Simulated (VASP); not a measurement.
# TaN (P-6m2) in VASP: notebook

The runs below take TaN through single point, with PBE+U.

All numbers are computed with VASP 6.6.1; they aren't measurements. Logs are shortened: lines on timing, memory, paths and dates and some standing lists are left out, and cuts for length are marked.

## 1. Starting point

Symmetry: P-6m2, No. 187, hexagonal system. Conventional cell: a = 2.938 Å, b = 2.938 Å, c = 2.883 Å, α = 90.00°, β = 90.00°, γ = 120.00°. Ta (site symmetry -6m2) is surrounded by 6 N at 2.23 Å. N (site symmetry -6m2) is surrounded by 6 Ta at 2.23 Å.

## 2. Single point, PBE+U, collinear spin, typed start

File INCAR:

```
SYSTEM = TaN
  ALGO = Fast
  EDIFF = 1E-6
  ENCUT = 520
  GGA = PE
  ISIF = 2
  ISMEAR = 0
  ISPIN = 2
  LASPH = .True.
  LCHARG = .True.
  LDAU = .True.
  LDAUJ = 0 0
  LDAUL = 2 -1
  LDAUPRINT = 1
  LDAUTYPE = 2
  LDAUU = 4 0
  LELF = .True.
  LMAXMIX = 4
  LORBIT = 11
  LREAL = .False.
  LVHAR = .True.
  LWAVE = .False.
  MAGMOM = 2 0
  NBANDS = 19
  NELM = 150
  PREC = Accurate
  SIGMA = 0.05
```

File KPOINTS:

```
k-points
0
Gamma
  7 7 7
  0 0 0
```

File POSCAR:

```
TaN
1.0
    2.9380011100      0.0000000000      0.0000000000
   -1.4690005500      2.5443836000      0.0000000000
    0.0000000000      0.0000000000      2.8830022100
Ta N
1 1
Direct
    0.3333333333      0.6666666667      0.5000000000
    0.0000000000      0.0000000000      0.0000000000
```

Potentials or basis: VASP PAW PBE potentials, release 64 (Ta_pv, N).

Launch:

```sh
$ cat potpaw_PBE.64/Ta_pv/POTCAR potpaw_PBE.64/N/POTCAR > POTCAR
$ mpirun -np 1 vasp_std > vasp.out
```

OUTCAR:

```text
SYSTEM = TaN
   EDIFF = 1E-6
   ENCUT = 520
   GGA = PE
   ISIF = 2
   ISMEAR = 0
   ISPIN = 2
   LASPH = .True.
   LORBIT = 11
   LREAL = .False.
   NELM = 150
   PREC = Accurate

 ion  position               nearest neighbor table
   1  0.333  0.667  0.500-   2 2.23   2 2.23   2 2.23   2 2.23   2 2.23   2 2.23
   2  0.000  0.000  0.000-   1 2.23   1 2.23   1 2.23   1 2.23   1 2.23   1 2.23

  LATTYP: Found a hexagonal cell.
 ALAT       =     2.9380011100
 C/A-ratio  =     0.9812801636

  Lattice vectors:

 A1 = (   2.9380011100,   0.0000000000,   0.0000000000)
 A2 = (  -1.4690005500,   2.5443836000,   0.0000000000)
 A3 = (   0.0000000000,   0.0000000000,   2.8830022100)

Analysis of symmetry for initial positions (statically):
=====================================================================
 Subroutine PRICEL returns:
 Original cell was already a primitive cell.

 Routine SETGRP: Setting up the symmetry group for a
 hexagonal supercell.

 Subroutine GETGRP returns: Found 12 space group operations
 (whereof 12 operations were pure point group operations)
 out of a pool of 24 trial point group operations.

The static configuration has the point symmetry D_3h.

Analysis of symmetry for dynamics (positions and initial velocities):
=====================================================================
 Subroutine PRICEL returns:
 Original cell was already a primitive cell.

 Routine SETGRP: Setting up the symmetry group for a
 hexagonal supercell.

 Subroutine GETGRP returns: Found 12 space group operations
 (whereof 12 operations were pure point group operations)
 out of a pool of 24 trial point group operations.

The dynamic configuration has the point symmetry D_3h.

Analysis of structural, dynamic, and magnetic symmetry:
=====================================================================
 Subroutine PRICEL returns:
 Original cell was already a primitive cell.

 Routine SETGRP: Setting up the symmetry group for a
 hexagonal supercell.

 Subroutine GETGRP returns: Found 12 space group operations
 (whereof 12 operations were pure point group operations)
 out of a pool of 24 trial point group operations.

The overall configuration has the point symmetry D_3h.

 Subroutine INISYM returns: Found 12 space group operations
 (whereof 12 operations are pure point group operations),
 and found     1 'primitive' translations

----------------------------------------------------------------------------------------

                                     Primitive cell

  volume of cell :      21.5516

  direct lattice vectors                    reciprocal lattice vectors
     2.938001110  0.000000000  0.000000000     0.340367468  0.196511249  0.000000000
    -1.469000550  2.544383600  0.000000000     0.000000000  0.393022499  0.000000000
     0.000000000  0.000000000  2.883002210     0.000000000  0.000000000  0.346860643

  length of vectors
     2.938001110  2.938001110  2.883002210     0.393022499  0.393022499  0.346860643

  position of ions in fractional coordinates (direct lattice)
     0.333333333  0.666666667  0.500000000
     0.000000000  0.000000000  0.000000000

  ion indices of the primitive-cell ions
   primitive index   ion index
                 1           1
                 2           2

----------------------------------------------------------------------------------------

 KPOINTS: k-points

Automatic generation of k-mesh.
 Grid dimensions read from file:
 generate k-points for:    7    7    7

 Generating k-lattice:

  Cartesian coordinates                     Fractional coordinates (reciprocal lattice)
[... 65 lines left out ...]
   NFREE  =      0    steps in history (QN), initial steepest desc. (CG)
   ISIF   =      2    stress and relaxation
   ISYM   =      2    0-nonsym 1-usesym 2-fastsym
   POTIM  = 0.5000    time-step for ionic-motion
   TEBEG  =    0.0;   TEEND  =   0.0 temperature during run
   PSTRESS=    0.0 pullay stress
   NELECT =      16.0000    total number of electrons
   NUPDOWN=      -1.0000    fix difference up-down
   EMIN   =  10.00;   EMAX   =-10.00  energy-range for DOS
   EFERMI =   0.00;   METHOD = LEGACY
   ISMEAR =     0;   SIGMA  =   0.05  broadening in eV -4-tet -1-fermi 0-gaus
   EFERMI_NEDOS =   21; number of points for ismear=-14 and -15
   IALGO  =     68    algorithm
   IMIX   =      4    mixing-type and parameters
     AMIX     =   0.40;   BMIX     =  1.00
     AMIX_MAG =   1.60;   BMIX_MAG =  1.00
  volume/ion in A,a.u.               =      10.78        72.72
  Fermi-wavevector in a.u.,A,eV,Ry     =   1.482364  2.801263 29.897501  2.197404
  Thomas-Fermi vector in A             =   2.596160
   LORBIT       =     11    0 simple, 1 ext, 2 COOP (PROOUT), +10 PAW based schemes
 LDA+U is selected, type is set to LDAUTYPE =  2
   angular momentum for each species LDAUL =     2   -1
   U (eV)           for each species LDAUU =   4.0  0.0
   J (eV)           for each species LDAUJ =   0.0  0.0
   GGA     = PE    functional components
   LHFCALC =     F    Hartree Fock is set to
   AEXX    =    0.0000 exact exchange contribution
   IVDW    =     0    specifies the selected vdW correction
   LEPSILON=     F    determine dielectric tensor
   LRPA    =     F    only Hartree local field effects (RPA)
 spin polarized calculation
 RMM-DIIS sequential band-by-band and
 Gauss-broadening in eV      SIGMA  =   0.05
  energy-cutoff  :      520.00
  volume of cell :       21.55
 maximum number of plane-waves:       605
 NGX is ok and might be reduce to    24
   NGX = 11   NGY = 11   NGZ = 11

 number of electron      16.0000001 magnetization      -0.0002520

atom =   1  type =  1  l = 2

 onsite density matrix

spin component  1

  0.2565  0.0000 -0.0000 -0.0000  0.0000
  0.0000  0.1753  0.0000  0.0000  0.0000
 -0.0000  0.0000  0.3053 -0.0000  0.0000
 -0.0000  0.0000 -0.0000  0.1753  0.0000
  0.0000  0.0000  0.0000  0.0000  0.2565

spin component  2

  0.2565  0.0000 -0.0000 -0.0000  0.0000
  0.0000  0.1753  0.0000  0.0000  0.0000
 -0.0000  0.0000  0.3053 -0.0000  0.0000
 -0.0000  0.0000 -0.0000  0.1753  0.0000
  0.0000  0.0000  0.0000  0.0000  0.2565

 occupancies and eigenvectors

  o =  0.1753  v =  0.0000  0.0000  0.0000  0.0000  0.0000 -0.0000  0.5330  0.0000 -0.8461 -0.0000      0.0000  0.0000  0.0000  0.0000  0.0000  0.0000  0.0000  0.0000  0.0000  0.0000
  o =  0.1753  v =  0.0000  0.0000  0.0000  0.0000  0.0000  0.0000 -0.8461 -0.0000 -0.5330  0.0000      0.0000  0.0000  0.0000  0.0000  0.0000  0.0000  0.0000  0.0000  0.0000  0.0000
  o =  0.1753  v = -0.0000  0.5330 -0.0000 -0.8461 -0.0000  0.0000  0.0000  0.0000  0.0000  0.0000      0.0000  0.0000  0.0000  0.0000  0.0000  0.0000  0.0000  0.0000  0.0000  0.0000
  o =  0.1753  v =  0.0000 -0.8461 -0.0000 -0.5330  0.0000  0.0000  0.0000  0.0000  0.0000  0.0000      0.0000  0.0000  0.0000  0.0000  0.0000  0.0000  0.0000  0.0000  0.0000  0.0000
  o =  0.2565  v =  0.0000  0.0000  0.0000  0.0000  0.0000  0.0751 -0.0000  0.0000  0.0000 -0.9972      0.0000  0.0000  0.0000  0.0000  0.0000  0.0000  0.0000  0.0000  0.0000  0.0000
  o =  0.2565  v =  0.0000  0.0000  0.0000  0.0000  0.0000 -0.9972 -0.0000 -0.0000  0.0000 -0.0751      0.0000  0.0000  0.0000  0.0000  0.0000  0.0000  0.0000  0.0000  0.0000  0.0000
  o =  0.2565  v =  0.0749 -0.0000  0.0000  0.0000 -0.9972  0.0000  0.0000  0.0000  0.0000  0.0000      0.0000  0.0000  0.0000  0.0000  0.0000  0.0000  0.0000  0.0000  0.0000  0.0000
  o =  0.2565  v = -0.9972 -0.0000 -0.0000  0.0000 -0.0749  0.0000  0.0000  0.0000  0.0000  0.0000      0.0000  0.0000  0.0000  0.0000  0.0000  0.0000  0.0000  0.0000  0.0000  0.0000
  o =  0.3053  v =  0.0000  0.0000  0.0000  0.0000  0.0000 -0.0000 -0.0000  1.0000 -0.0000  0.0000      0.0000  0.0000  0.0000  0.0000  0.0000  0.0000  0.0000  0.0000  0.0000  0.0000
  o =  0.3053  v = -0.0000  0.0000  1.0000 -0.0000  0.0000  0.0000  0.0000  0.0000  0.0000  0.0000      0.0000  0.0000  0.0000  0.0000  0.0000  0.0000  0.0000  0.0000  0.0000  0.0000

 number of electron      16.0000001 magnetization       0.0001659

 Free energy of the ion-electron system (eV)
  ---------------------------------------------------
  ext. energy  EPLUGINS =         0.00000000
  ---------------------------------------------------
  free energy    TOTEN  =       -18.82413550 eV

  energy without entropy =      -18.82371153  energy(sigma->0) =      -18.82392352

 E-fermi :   8.8707     XC(G=0): -13.3580

 val. band max:        8.8464484309   @ k =   0.0000   0.0000   0.4286
 cond. band min:       8.8714284681   @ k =   0.0000   0.0000   0.2857
 fundamental gap:      0.0249800372
 Fermi energy:         8.8707044478

 spin component 1

 k-point     1 :       0.0000    0.0000    0.0000
  band No.  band energies     occupation
      1     -26.9357      1.00000
      2     -26.6784      1.00000
      3     -26.6784      1.00000
      4      -9.3281      1.00000
      5       4.1189      1.00000
      6       4.1189      1.00000
[... 1049 lines left out ...]
     18      26.6094      0.00000
     19      31.5990      0.00000

 [... further k-points ...]

------------------------ aborting loop because EDIFF is reached ----------------------------------------

  FORCE on cell =-STRESS in cart. coord.  units (eV):
  Direction    XX          YY          ZZ          XY          YZ          ZX
  --------------------------------------------------------------------------------------
  -------------------------------------------------------------------------------------
  Total        2.3636041      2.3636041      2.7120490      0.0000000      0.0000000     -0.0000000
  in kB      175.7137733    175.7137737    201.6176709      0.0000003      0.0000000     -0.0000000
  external PRESSURE =     184.3484060 kB  Pullay stress =       0.0000000 kB

 VOLUME and BASIS-vectors are now :
 -----------------------------------------------------------------------------
  energy-cutoff  :      520.00
  volume of cell :       21.55
      direct lattice vectors                 reciprocal lattice vectors
     2.938001110  0.000000000  0.000000000     0.340367468  0.196511249  0.000000000
    -1.469000550  2.544383600  0.000000000     0.000000000  0.393022499  0.000000000
     0.000000000  0.000000000  2.883002210     0.000000000  0.000000000  0.346860643

 POSITION                                       TOTAL-FORCE (eV/Angst)
 -----------------------------------------------------------------------------------
      0.00000      1.69626      1.44150        -0.000000     -0.000000      0.000000
      0.00000      0.00000      0.00000         0.000000      0.000000      0.000000
 -----------------------------------------------------------------------------------
    total drift:                               -0.000000      0.000000     -0.000000

  FREE ENERGIE OF THE ION-ELECTRON SYSTEM (eV)
  ---------------------------------------------------
  free  energy   TOTEN  =       -18.8241355042 eV

  energy  without entropy=      -18.8237115281  energy(sigma->0) =      -18.82392352

 total charge

# of ion       s       p       d       tot
------------------------------------------
    1        0.318   6.282   2.289   8.889
    2        1.229   2.536   0.000   3.765
--------------------------------------------------
tot          1.547   8.818   2.289  12.654

 magnetization (x)

# of ion       s       p       d       tot
------------------------------------------
    1       -0.000   0.000   0.000   0.000
    2        0.000   0.000   0.000   0.000
--------------------------------------------------
tot          0.000   0.000   0.000   0.000
```

Wall time 33 s (1 thread of AMD EPYC 7R13 (Zen 3), shared host); peak memory 0.13 GiB.

What came out:

```
Free energy                                           : -18.8241 eV
Pressure                                              : 18.4 GPa
Band gap on the k mesh                                : none (metal or under the smearing width)
Net moment                                            : 0.00 μB per cell
Valence electrons inside the program's atomic spheres : Ta 8.89; N 3.77
```

Eigenvalues of the final occupation matrices:
| site | spin | trace | eigenvalues |
| --- | --- | --- | --- |
| site 1 d | 1 | 1.17 | 0.18 0.18 0.26 0.26 0.31 |
| site 1 d | 2 | 1.17 | 0.18 0.18 0.26 0.26 0.31 |

## 3. Single point, PBE+U, collinear spin, zero start

File INCAR:

```
  PREC = Accurate
  ENCUT = 520
  EDIFF = 1E-6
  ISMEAR = 0
  SIGMA = 0.05
  LREAL = False
  LASPH = True
  NELM = 150
  ALGO = Fast
  ISIF = 2
  LWAVE = False
  LCHARG = False
  ISPIN = 2
  MAGMOM = 0 0
  LORBIT = 11
  LMAXMIX = 4
  LDAU = True
  LDAUTYPE = 2
  LDAUL = 2 -1
  LDAUU = 4 0
  LDAUJ = 0 0
  LDAUPRINT = 1
  GGA = PE
  NBANDS = 19
```

File KPOINTS:

```
regular mesh
0
Gamma
  7 7 7
```

POSCAR is that of step 2.

Potentials or basis: VASP PAW PBE potentials, release 64 (Ta_pv, N).

Launch:

```sh
$ cat potpaw_PBE.64/Ta_pv/POTCAR potpaw_PBE.64/N/POTCAR > POTCAR
$ mpirun -np 1 vasp_std > vasp.out
```

OUTCAR:

```text
PREC = Accurate
   ENCUT = 520
   EDIFF = 1E-6
   ISMEAR = 0
   LREAL = False
   LASPH = True
   NELM = 150
   ISIF = 2
   ISPIN = 2
   LORBIT = 11
   GGA = PE

 ion  position               nearest neighbor table
   1  0.333  0.667  0.500-   2 2.23   2 2.23   2 2.23   2 2.23   2 2.23   2 2.23
   2  0.000  0.000  0.000-   1 2.23   1 2.23   1 2.23   1 2.23   1 2.23   1 2.23

  LATTYP: Found a hexagonal cell.
 ALAT       =     2.9380011100
 C/A-ratio  =     0.9812801636

  Lattice vectors:

 A1 = (   2.9380011100,   0.0000000000,   0.0000000000)
 A2 = (  -1.4690005500,   2.5443836000,   0.0000000000)
 A3 = (   0.0000000000,   0.0000000000,   2.8830022100)

Analysis of symmetry for initial positions (statically):
=====================================================================
 Subroutine PRICEL returns:
 Original cell was already a primitive cell.

 Routine SETGRP: Setting up the symmetry group for a
 hexagonal supercell.

 Subroutine GETGRP returns: Found 12 space group operations
[... 236 lines left out ...]
      5       4.1192      1.00000
      6       4.1192      1.00000
[... 1049 lines left out ...]
     18      26.6094      0.00000
     19      31.5991      0.00000

 [... further k-points ...]

------------------------ aborting loop because EDIFF is reached ----------------------------------------

  FORCE on cell =-STRESS in cart. coord.  units (eV):
  Direction    XX          YY          ZZ          XY          YZ          ZX
  --------------------------------------------------------------------------------------
  -------------------------------------------------------------------------------------
  Total        2.3623971      2.3623971      2.7124509      0.0000000      0.0000000      0.0000000
  in kB      175.6240404    175.6240408    201.6475505      0.0000003      0.0000000      0.0000000
  external PRESSURE =     184.2985439 kB  Pullay stress =       0.0000000 kB

 VOLUME and BASIS-vectors are now :
 -----------------------------------------------------------------------------
  energy-cutoff  :      520.00
  volume of cell :       21.55
      direct lattice vectors                 reciprocal lattice vectors
     2.938001110  0.000000000  0.000000000     0.340367468  0.196511249  0.000000000
    -1.469000550  2.544383600  0.000000000     0.000000000  0.393022499  0.000000000
     0.000000000  0.000000000  2.883002210     0.000000000  0.000000000  0.346860643

 POSITION                                       TOTAL-FORCE (eV/Angst)
 -----------------------------------------------------------------------------------
      0.00000      1.69626      1.44150        -0.000000      0.000000      0.000000
      0.00000      0.00000      0.00000         0.000000     -0.000000      0.000000
 -----------------------------------------------------------------------------------
    total drift:                               -0.000000      0.000000     -0.000000

  FREE ENERGIE OF THE ION-ELECTRON SYSTEM (eV)
  ---------------------------------------------------
  free  energy   TOTEN  =       -18.8241351994 eV

  energy  without entropy=      -18.8237110280  energy(sigma->0) =      -18.82392311

 total charge

# of ion       s       p       d       tot
------------------------------------------
    1        0.318   6.282   2.289   8.889
    2        1.229   2.536   0.000   3.765
--------------------------------------------------
tot          1.547   8.818   2.289  12.654

 magnetization (x)

# of ion       s       p       d       tot
------------------------------------------
    1       -0.000  -0.000   0.000   0.000
    2        0.000   0.000   0.000   0.000
--------------------------------------------------
tot         -0.000   0.000   0.000   0.000
```

Wall time 39 s (1 thread of AMD EPYC 7R13 (Zen 3), shared host); peak memory 0.13 GiB.

Results:

```yaml
Free_energy: -18.8241 eV
Pressure: 18.4 GPa
Band_gap_on_the_k_mesh: none (metal or under the smearing width)
Net_moment: 0.00 μB per cell
Valence_electrons_inside_the_program's_atomic_spheres: Ta 8.89; N 3.77
```

Stress tensor (GPa, compression positive):
```
17.56  0.00  0.00
 0.00 17.56  0.00
 0.00  0.00 20.16
```

Eigenvalues of the final occupation matrices:
| site | spin | trace | eigenvalues |
| --- | --- | --- | --- |
| site 1 d | 1 | 1.17 | 0.18 0.18 0.26 0.26 0.31 |
| site 1 d | 2 | 1.17 | 0.18 0.18 0.26 0.26 0.31 |
